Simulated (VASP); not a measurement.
## AlN in VASP 6.6.1, single-point calculation

INCAR

```
SIGMA = 0.02
GGA = PE
LCHARG = .FALSE.
NBANDS = 11
LREAL = Auto
NSW = 0
IBRION = -1
ISIF = 2
ENCUT = 520
PREC = Accurate
LASPH = .TRUE.
EDIFF = 1E-7
LWAVE = .FALSE.
NELM = 120
ISMEAR = -1
```

KPOINTS

```
KPOINTS created by Atomic Simulation Environment
0
Monkhorst-Pack
10 10 10
0 0 0
```

POSCAR

```
Al N
 1.0000000000000000
    -0.0033865584750001    2.1848764208250002    2.1848764208249616
     2.1848764208250002   -0.0033865584750001    2.1848764208249616
     2.1814898623999999    2.1814898623999999    0.0000000000499223
 Al  N
   1   1
Cartesian
  0.0000000000000102  0.0000000000000102 -0.0008878935846620
  1.0907449311874897  1.0907449311874897  1.0933261040096234
```

The recommended PBE PAW datasets give the neutral cell 8 valence electrons.

Command

```
mpirun -np 1 vasp_std
```

Q: How does this run end, and what does it give?

A: It converged. Results: gap between bands v and c on the k mesh 3.48 eV; least direct gap on the k mesh 4.39 eV; pressure 4.4 GPa. Band v is the last that the valence electrons fill when counted band by band, and c is the next.

OSZICAR

```
N       E                     dE             d eps       ncg     rms          rms(c)
DAV:   1     0.108282186570E+02    0.10828E+02   -0.38651E+03  6242   0.604E+02
DAV:   2    -0.163051177111E+02   -0.27133E+02   -0.25909E+02  7203   0.137E+02
DAV:   3    -0.172144380586E+02   -0.90932E+00   -0.90804E+00  7354   0.236E+01
DAV:   4    -0.172192972998E+02   -0.48592E-02   -0.48589E-02  6983   0.189E+00
DAV:   5    -0.172193558943E+02   -0.58595E-04   -0.58594E-04  7271   0.200E-01    0.862E+00
DAV:   6    -0.148511862017E+02    0.23682E+01   -0.11860E+01  7116   0.173E+01    0.283E+00
DAV:   7    -0.148476710172E+02    0.35152E-02   -0.17083E-01  6749   0.323E+00    0.206E+00
DAV:   8    -0.148425675252E+02    0.51035E-02   -0.28240E-02  6623   0.159E+00    0.582E-01
DAV:   9    -0.148411354739E+02    0.14321E-02   -0.40915E-03  7340   0.379E-01    0.233E-01
DAV:  10    -0.148411783631E+02   -0.42889E-04   -0.40964E-04  6581   0.131E-01    0.209E-02
DAV:  11    -0.148411906887E+02   -0.12326E-04   -0.12248E-05  7100   0.263E-02    0.160E-02
DAV:  12    -0.148411905996E+02    0.89161E-07   -0.41062E-07  6995   0.478E-03
   1 F= -.14841191E+02 E0= -.14841191E+02  d E =-.327767E-12
```

The shifted mesh misses Γ, so a band edge there is missed.

For comparison, a separate PBE run of the intended cell, on usual settings and not on those above, gives a gap of 3.30 eV on its mesh and a pressure of 4.3 GPa.
